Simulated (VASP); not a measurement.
# Cs2AgBiBr6 (Fm-3m) in VASP: notebook

Runs on Cs2AgBiBr6. Level: LDA. Tasks: relaxation of cell and atoms, relaxation of the atoms.

Everything below comes from runs of VASP 6.6.1. Logs are shortened: lines on timing, memory, paths and dates and some standing lists are left out, and cuts for length are marked.

### 1 The crystal as given

Symmetry: Fm-3m, No. 225, cubic system. Conventional cell: a = 11.008 Å, b = 11.008 Å, c = 11.008 Å, α = 90.00°, β = 90.00°, γ = 90.00°. Cs (site symmetry -43m) has 12 Br at 3.89 Å as nearest neighbours. Ag (site symmetry m-3m) is surrounded by 6 Br at 2.69 Å. Around Bi (site symmetry m-3m) lie 6 Br at 2.81 Å. Br (site symmetry 4mm) is surrounded by 1 Ag at 2.69 Å and 1 Bi at 2.81 Å.

### 2 Relaxation of cell and atoms, LDA

INCAR

```
PREC = Accurate ; ENCUT = 600
EDIFF = 1E-7 ; ISMEAR = 0
SIGMA = 0.03 ; LREAL = False
LASPH = True ; NELM = 80
ALGO = Normal ; ISIF = 3
LWAVE = False ; LCHARG = False
GGA = CA ; IBRION = 2
NSW = 90 ; EDIFFG = -0.005
KPAR = 2
```

KPOINTS

```
regular mesh
0
Gamma
  4 4 4
```

POSCAR

```
Cs2AgBiBr6                              
1.0
   -0.0000000000      5.5040430822      5.5040430822
    5.5040430822      0.0000000000      5.5040430822
    5.5040430822      5.5040430822     -0.0000000000
  Cs              Ag              Bi              Br            
     2     1     1     6
Direct
     0.2500000000000000    0.2500000000000000    0.2500000000000000
     0.7500000000000000    0.7500000000000000    0.7500000000000000
     0.5000000000000000    0.5000000000000000    0.5000000000000000
     0.0000000000000000    0.0000000000000000    0.0000000000000000
     0.2554321004602759    0.7445678995397242    0.2554321004602759
     0.2554321004602759    0.7445678995397242    0.7445678995397242
     0.7445678995397242    0.2554321004602759    0.7445678995397242
     0.7445678995397242    0.2554321004602759    0.2554321004602759
     0.2554321004602759    0.2554321004602759    0.7445678995397242
     0.7445678995397242    0.7445678995397242    0.2554321004602759
```

Potentials or basis: VASP PAW LDA potentials, release 64 (Cs_sv, Ag, Bi_d, Br).

Started as:

```bash
$ cat potpaw_LDA.64/Cs_sv/POTCAR potpaw_LDA.64/Ag/POTCAR potpaw_LDA.64/Bi_d/POTCAR potpaw_LDA.64/Br/POTCAR > POTCAR
$ mpirun -np 2 vasp_std > vasp.out
```

OUTCAR:

```text
PREC = Accurate
   ENCUT = 600
   EDIFF = 1E-7
   ISMEAR = 0
   LREAL = False
   LASPH = True
   NELM = 80
   ISIF = 3
   GGA = CA
   IBRION = 2
   NSW = 90
   EDIFFG = -0.005

 ion  position               nearest neighbor table
   1  0.250  0.250  0.250-
   2  0.750  0.750  0.750-
   3  0.500  0.500  0.500-   5 2.69   6 2.69   7 2.69   8 2.69   9 2.69  10 2.69
   4  0.000  0.000  0.000-   5 2.81   6 2.81   7 2.81   8 2.81   9 2.81  10 2.81
   5  0.255  0.745  0.255-   3 2.69   4 2.81
   6  0.255  0.745  0.745-   3 2.69   4 2.81
   7  0.745  0.255  0.745-   3 2.69   4 2.81
   8  0.745  0.255  0.255-   3 2.69   4 2.81
   9  0.255  0.255  0.745-   3 2.69   4 2.81
  10  0.745  0.745  0.255-   3 2.69   4 2.81

  LATTYP: Found a face centered cubic cell.
 ALAT       =    11.0080861644

  Lattice vectors:

 A1 = (   0.0000000000,   5.5040430822,   5.5040430822)
 A2 = (   5.5040430822,   0.0000000000,   5.5040430822)
 A3 = (   5.5040430822,   5.5040430822,   0.0000000000)

Analysis of symmetry for initial positions (statically):
=====================================================================
 Subroutine PRICEL returns:
 Original cell was already a primitive cell.

 Routine SETGRP: Setting up the symmetry group for a
 face centered cubic supercell.

 Subroutine GETGRP returns: Found 48 space group operations
 (whereof 48 operations were pure point group operations)
 out of a pool of 48 trial point group operations.

The static configuration has the point symmetry O_h .

Analysis of symmetry for dynamics (positions and initial velocities):
=====================================================================
 Subroutine PRICEL returns:
 Original cell was already a primitive cell.

 Routine SETGRP: Setting up the symmetry group for a
 face centered cubic supercell.

 Subroutine GETGRP returns: Found 48 space group operations
 (whereof 48 operations were pure point group operations)
 out of a pool of 48 trial point group operations.

The dynamic configuration has the point symmetry O_h .

 Subroutine INISYM returns: Found 48 space group operations
 (whereof 48 operations are pure point group operations),
 and found     1 'primitive' translations

----------------------------------------------------------------------------------------

                                     Primitive cell

  volume of cell :     333.4844

  direct lattice vectors                    reciprocal lattice vectors
     0.000000000  5.504043082  5.504043082    -0.090842312  0.090842312  0.090842312
     5.504043082  0.000000000  5.504043082     0.090842312 -0.090842312  0.090842312
     5.504043082  5.504043082  0.000000000     0.090842312  0.090842312 -0.090842312

  length of vectors
     7.783892375  7.783892375  7.783892375     0.157343500  0.157343500  0.157343500

  position of ions in fractional coordinates (direct lattice)
     0.250000000  0.250000000  0.250000000
     0.750000000  0.750000000  0.750000000
     0.500000000  0.500000000  0.500000000
     0.000000000  0.000000000  0.000000000
     0.255432100  0.744567900  0.255432100
     0.255432100  0.744567900  0.744567900
     0.744567900  0.255432100  0.744567900
     0.744567900  0.255432100  0.255432100
     0.255432100  0.255432100  0.744567900
     0.744567900  0.744567900  0.255432100

  ion indices of the primitive-cell ions
   primitive index   ion index
                 1           1
                 2           2
                 3           3
                 4           4
                 5           5
                 6           6
                 7           7
                 8           8
                 9           9
                10          10

----------------------------------------------------------------------------------------

 KPOINTS: regular mesh

Automatic generation of k-mesh.
 Grid dimensions read from file:
 generate k-points for:    4    4    4

 Generating k-lattice:

[... 42 lines left out ...]
   ENCUT  =  600.0 eV  44.10 Ry    6.64 a.u.  15.55 15.55 15.55*2*pi/ulx,y,z
   NELM   =     80;   NELMIN=  2; NELMDL= -5     # of ELM steps
   EDIFF  = 0.1E-06   stopping-criterion for ELM
   LREAL  =      F    real-space projection
   EDIFFG = -.5E-02   stopping-criterion for IOM
   NSW    =     90    number of steps for IOM
   IBRION =      2    ionic relax: 0-MD 1-quasi-New 2-CG
   NFREE  =      1    steps in history (QN), initial steepest desc. (CG)
   ISIF   =      3    stress and relaxation
   ISYM   =      2    0-nonsym 1-usesym 2-fastsym
   POTIM  = 0.5000    time-step for ionic-motion
   TEBEG  =    0.0;   TEEND  =   0.0 temperature during run
   PSTRESS=    0.0 pullay stress
   NELECT =      86.0000    total number of electrons
   NUPDOWN=      -1.0000    fix difference up-down
   EMIN   =  10.00;   EMAX   =-10.00  energy-range for DOS
   EFERMI =   0.00;   METHOD = LEGACY
   ISMEAR =     0;   SIGMA  =   0.03  broadening in eV -4-tet -1-fermi 0-gaus
[... 44 lines left out ...]
  in kB       -0.2654074     -0.2654074     -0.2654074      0.0000000      0.0000000      0.0000000
  external PRESSURE =      -0.2654074 kB  Pullay stress =       0.0000000 kB

 VOLUME and BASIS-vectors are now :
 -----------------------------------------------------------------------------
  energy-cutoff  :      600.00
  volume of cell :      333.48
      direct lattice vectors                 reciprocal lattice vectors
     0.000000000  5.504043082  5.504043082    -0.090842312  0.090842312  0.090842312
     5.504043082  0.000000000  5.504043082     0.090842312 -0.090842312  0.090842312
     5.504043082  5.504043082  0.000000000     0.090842312  0.090842312 -0.090842312

 POSITION                                       TOTAL-FORCE (eV/Angst)
 -----------------------------------------------------------------------------------
      2.75202      2.75202      2.75202         0.000000      0.000000      0.000000
      8.25606      8.25606      8.25606        -0.000000     -0.000000     -0.000000
      5.50404      5.50404      5.50404        -0.000000      0.000000     -0.000000
      0.00000      0.00000      0.00000        -0.000000      0.000000      0.000000
      5.50404      2.81182      5.50404        -0.000000      0.003954      0.000000
      8.19627      5.50404      5.50404        -0.003954      0.000000      0.000000
      5.50404      8.19627      5.50404        -0.000000     -0.003954      0.000000
      2.81182      5.50404      5.50404         0.003954      0.000000      0.000000
      5.50404      5.50404      2.81182        -0.000000      0.000000      0.003954
      5.50404      5.50404      8.19627        -0.000000      0.000000     -0.003954
 -----------------------------------------------------------------------------------
    total drift:                               -0.000000     -0.000000     -0.000000

  FREE ENERGIE OF THE ION-ELECTRON SYSTEM (eV)
  ---------------------------------------------------
  free  energy   TOTEN  =       -34.3313855264 eV

  energy  without entropy=      -34.3313855264  energy(sigma->0) =      -34.33138553

--------------------------------------- Ionic step        2  -------------------------------------------

 number of electron      85.9999999 magnetization

 Free energy of the ion-electron system (eV)
  ---------------------------------------------------
  ext. energy  EPLUGINS =         0.00000000
  ---------------------------------------------------
  free energy    TOTEN  =       -34.33141174 eV

  energy without entropy =      -34.33141174  energy(sigma->0) =      -34.33141174

 E-fermi :   2.1668     XC(G=0):  -8.8352

 val. band max:        1.9633701521   @ k =   0.5000   0.5000   0.0000
 cond. band min:       2.9146843970   @ k =   0.5000   0.0000   0.0000
 fundamental gap:      0.9513142448
 Fermi energy:         2.1667610693

 k-point     1 :       0.0000    0.0000    0.0000
  band No.  band energies     occupation
      1     -21.2728      2.00000
      2     -21.2728      2.00000
      3     -21.2206      2.00000
      4     -21.2206      2.00000
      5     -21.2206      2.00000
      6     -18.8979      2.00000
[... 421 lines left out ...]
     50       7.4982      0.00000
     51       7.5892      0.00000

------------------------ aborting loop because EDIFF is reached ----------------------------------------

  FORCE on cell =-STRESS in cart. coord.  units (eV):
  Direction    XX          YY          ZZ          XY          YZ          ZX
  --------------------------------------------------------------------------------------
  -------------------------------------------------------------------------------------
  Total       -0.0059586     -0.0059586     -0.0059586      0.0000000     -0.0000000     -0.0000000
  in kB       -0.0286500     -0.0286500     -0.0286500      0.0000000     -0.0000000     -0.0000000
  external PRESSURE =      -0.0286500 kB  Pullay stress =       0.0000000 kB

 VOLUME and BASIS-vectors are now :
 -----------------------------------------------------------------------------
  energy-cutoff  :      600.00
  volume of cell :      333.22
      direct lattice vectors                 reciprocal lattice vectors
     0.000000000  5.502576215  5.502576215    -0.090866529  0.090866529  0.090866529
     5.502576215  0.000000000  5.502576215     0.090866529 -0.090866529  0.090866529
     5.502576215  5.502576215  0.000000000     0.090866529  0.090866529 -0.090866529

 POSITION                                       TOTAL-FORCE (eV/Angst)
 -----------------------------------------------------------------------------------
      2.75129      2.75129      2.75129         0.000000      0.000000      0.000000
      8.25386      8.25386      8.25386        -0.000000      0.000000     -0.000000
      5.50258      5.50258      5.50258        -0.000000     -0.000000      0.000000
      5.50258      0.00000      5.50258        -0.000000     -0.000000     -0.000000
      5.50258      2.81126      5.50258        -0.000000      0.003669      0.000000
      8.19389      5.50258      5.50258        -0.003669     -0.000000     -0.000000
      5.50258      8.19389      5.50258        -0.000000     -0.003669     -0.000000
      2.81126      5.50258      5.50258         0.003669     -0.000000      0.000000
      5.50258      5.50258      2.81126        -0.000000     -0.000000      0.003669
      5.50258      5.50258      8.19389        -0.000000     -0.000000     -0.003669
 -----------------------------------------------------------------------------------
    total drift:                                0.000000      0.000000     -0.000000

  FREE ENERGIE OF THE ION-ELECTRON SYSTEM (eV)
  ---------------------------------------------------
  free  energy   TOTEN  =       -34.3314117395 eV

  energy  without entropy=      -34.3314117395  energy(sigma->0) =      -34.33141174

 reached required accuracy - stopping structural energy minimisation
```

It took 97 s on 2 MPI ranks of Intel Xeon 6975P-C (Granite Rapids), shared host; peak memory 0.54 GiB.

What came out:

```
Free energy                            : -34.3314 eV
Relaxed volume                         : 33.32 Å³/atom
Relaxed cell                           : a = 7.782 Å, b = 7.782 Å, c = 7.782 Å, α = 60.00°, β = 60.00°, γ = 60.00°
Space group after relaxing (to 0.05 Å) : Fm-3m (No. 225)
Energy gained by relaxing              : 0.0 meV/atom
Ionic steps                            : 2
Pressure after relaxing                : 0.0 GPa
Largest force after relaxing           : 0.004 eV/Å
Band gap on the k mesh                 : 0.95 eV, indirect (least direct gap 2.28 eV)
```

Forces on the atoms (eV/Å):
```
Cs   0.000  0.000  0.000
Cs   0.000  0.000  0.000
Ag   0.000  0.000  0.000
Bi   0.000  0.000  0.000
Br   0.000  0.004  0.000
Br  -0.004  0.000  0.000
Br   0.000 -0.004  0.000
Br   0.004  0.000  0.000
Br   0.000  0.000  0.004
Br   0.000  0.000 -0.004
```

Final structure:
```xyz
10
Lattice="0.0000 5.5026 5.5026 5.5026 0.0000 5.5026 5.5026 5.5026 0.0000" Properties=species:S:1:pos:R:3 pbc="T T T"
Cs    2.7513    2.7513    2.7513
Cs    8.2539    8.2539    8.2539
Ag    5.5026    5.5026    5.5026
Bi    5.5026    0.0000    5.5026
Br    5.5026    2.8113    5.5026
Br    8.1939    5.5026    5.5026
Br    5.5026    8.1939    5.5026
Br    2.8113    5.5026    5.5026
Br    5.5026    5.5026    2.8113
Br    5.5026    5.5026    8.1939
```

Caveat: spin-orbit coupling is left out, which as a rule narrows the gap of such compounds by several tenths of an eV. A k mesh can miss the band edges.

### 3 Relaxation of the atoms, LDA (a relaxed cell with its volume scaled by 0.94)

INCAR

```
PREC = Accurate ; ENCUT = 600
EDIFF = 1E-7 ; ISMEAR = 0
SIGMA = 0.03 ; LREAL = False
LASPH = True ; NELM = 80
ALGO = Fast ; ISIF = 2
LWAVE = False ; LCHARG = False
GGA = CA ; IBRION = 2
NSW = 40 ; EDIFFG = -0.01
KPAR = 2
```

KPOINTS is that of step 2.

POSCAR

```
Cs2AgBiBr6                              
1.0
    0.0000000000      5.3902472222      5.3902472222
    5.3902472222      0.0000000000      5.3902472222
    5.3902472222      5.3902472222      0.0000000000
  Cs              Ag              Bi              Br            
     2     1     1     6
Direct
     0.2500000000000000    0.2500000000000000    0.2500000000000000
     0.7500000000000000    0.7500000000000000    0.7500000000000000
     0.5000000000000000    0.5000000000000000    0.5000000000000000
     0.0000000000000000    1.0000000000000000    0.0000000000000000
     0.2554494307185128    0.7445505692814872    0.2554494307185128
     0.2554494307185128    0.7445505692814872    0.7445505692814872
     0.7445505692814872    0.2554494307185128    0.7445505692814872
     0.7445505692814872    0.2554494307185128    0.2554494307185128
     0.2554494307185128    0.2554494307185128    0.7445505692814872
     0.7445505692814872    0.7445505692814872    0.2554494307185128
```

Potentials or basis: VASP PAW LDA potentials, release 64 (Cs_sv, Ag, Bi_d, Br).

Started as:

```bash
$ cat potpaw_LDA.64/Cs_sv/POTCAR potpaw_LDA.64/Ag/POTCAR potpaw_LDA.64/Bi_d/POTCAR potpaw_LDA.64/Br/POTCAR > POTCAR
$ mpirun -np 2 vasp_std > vasp.out
```

Wall time 2.7 min (2 MPI ranks of Intel Xeon 6975P-C (Granite Rapids), shared host); peak memory 0.51 GiB.

The run converged. Its results:

```yaml
Free_energy: -34.1895 eV
Energy_gained_by_relaxing: 0.4 meV/atom
Ionic_steps: 3
Pressure_after_relaxing: 2.4 GPa
Band_gap_on_the_k_mesh: 0.84 eV, indirect (least direct gap 2.29 eV)
```

The path:
| step | energy change (eV) | largest force (eV/Å) | pressure (GPa) |
| --- | --- | --- | --- |
| 1 | 0.0000 | 0.1358 | 2.46 |
| 2 | -0.0036 | 0.0494 | 2.42 |
| 3 | -0.0042 | 0.0002 | 2.40 |

Final structure:
```
CELL_PARAMETERS angstrom
0.00000 5.39025 5.39025
5.39025 0.00000 5.39025
5.39025 5.39025 0.00000
ATOMIC_POSITIONS crystal
Cs 0.25000 0.25000 0.25000
Cs 0.75000 0.75000 0.75000
Ag 0.50000 0.50000 0.50000
Bi 0.00000 0.00000 0.00000
Br 0.25640 0.74360 0.25640
Br 0.25640 0.74360 0.74360
Br 0.74360 0.25640 0.74360
Br 0.74360 0.25640 0.25640
Br 0.25640 0.25640 0.74360
Br 0.74360 0.74360 0.25640
```

Levels at points of the mesh, in eV from the valence-band top:
| k point | band 40 | band 41 | band 42 | band 43 | band 44 | band 45 | band 46 | band 47 |
| --- | --- | --- | --- | --- | --- | --- | --- | --- |
| (0.00, 0.00, 0.00) | -1.68 | -1.68 | -0.80 | -0.80 | 1.74 | 1.74 | 1.74 | 3.05 |
| (0.50, 0.00, 0.00) | -2.08 | -1.91 | -1.62 | -1.62 | 0.84 | 3.58 | 3.58 | 4.42 |
| (0.50, 0.50, 0.00) | -2.13 | -1.71 | -0.81 | 0.00 | 2.39 | 2.39 | 2.84 | 4.69 |

Caveat: spin-orbit coupling is left out, which as a rule narrows the gap of such compounds by several tenths of an eV. A k mesh can miss the band edges.

### 4 Relaxation of the atoms, LDA (a relaxed cell with its volume scaled by 0.96)

INCAR is that of step 3.

KPOINTS is that of step 3.

Changes to POSCAR since step 3:

```diff
@@ -2,5 +2,5 @@
 1.0
-    0.0000000000      5.3902472222      5.3902472222
-    5.3902472222      0.0000000000      5.3902472222
-    5.3902472222      5.3902472222      0.0000000000
+    0.0000000000      5.4282079604      5.4282079604
+    5.4282079604      0.0000000000      5.4282079604
+    5.4282079604      5.4282079604      0.0000000000
   Cs              Ag              Bi              Br
```

Started as:

```bash
$ cat potpaw_LDA.64/Cs_sv/POTCAR potpaw_LDA.64/Ag/POTCAR potpaw_LDA.64/Bi_d/POTCAR potpaw_LDA.64/Br/POTCAR > POTCAR
$ mpirun -np 2 vasp_std > vasp.out
```

Wall time 2.6 min (2 MPI ranks of Intel Xeon 6975P-C (Granite Rapids), shared host); peak memory 0.52 GiB.

Results (log left out):

```yaml
Free_energy: -34.2708 eV
Energy_gained_by_relaxing: 0.2 meV/atom
Ionic_steps: 3
Pressure_after_relaxing: 1.5 GPa
Band_gap_on_the_k_mesh: 0.88 eV, indirect (least direct gap 2.29 eV)
```

Step by step:
```csv
step,energy change (eV),largest force (eV/Å),pressure (GPa)
1,0.0000,0.0899,1.54
2,-0.0017,0.0371,1.52
3,-0.0020,0.0001,1.50
```

Final structure:
```
Cs Ag Bi Br
1.0
     0.00000    5.42821    5.42821
     5.42821    0.00000    5.42821
     5.42821    5.42821    0.00000
Cs Ag Bi Br
2 1 1 6
Direct
  0.25000 0.25000 0.25000
  0.75000 0.75000 0.75000
  0.50000 0.50000 0.50000
  0.00000 0.00000 0.00000
  0.25613 0.74387 0.25613
  0.25613 0.74387 0.74387
  0.74387 0.25613 0.74387
  0.74387 0.25613 0.25613
  0.25613 0.25613 0.74387
  0.74387 0.74387 0.25613
```

Levels at points of the mesh, in eV from the valence-band top:
```
           k point  band 41  band 42  band 43  band 44  band 45  band 46
(0.00, 0.00, 0.00)    -1.59    -0.76    -0.76     1.79     1.79     1.79
(0.50, 0.00, 0.00)    -1.84    -1.54    -1.54     0.88     3.55     3.55
(0.50, 0.50, 0.00)    -1.61    -0.77     0.00     2.42     2.42     2.85
```

Caveat: spin-orbit coupling is left out, which as a rule narrows the gap of such compounds by several tenths of an eV. A k mesh can miss the band edges.

### 5 Overview

```csv
task,cell,gap on the mesh (eV),pressure (GPa)
relaxation of cell and atoms,relaxed,0.95,0.0
relaxation of the atoms,atoms relaxed from: a relaxed cell with its volume scaled by 0.94,0.84,2.4
relaxation of the atoms,atoms relaxed from: a relaxed cell with its volume scaled by 0.96,0.88,1.5
```

Alike in all rows: level LDA; potentials or basis VASP PAW LDA potentials, release 64 (Cs_sv, Ag, Bi_d, Br); no spin polarisation; k mesh 4 × 4 × 4; cutoff (eV) 600; smearing gaussian 0.03 eV.

Caveats: spin-orbit coupling is left out, which as a rule narrows the gap of such compounds by several tenths of an eV.

Absolute energies hang on the potentials; compare differences alone.
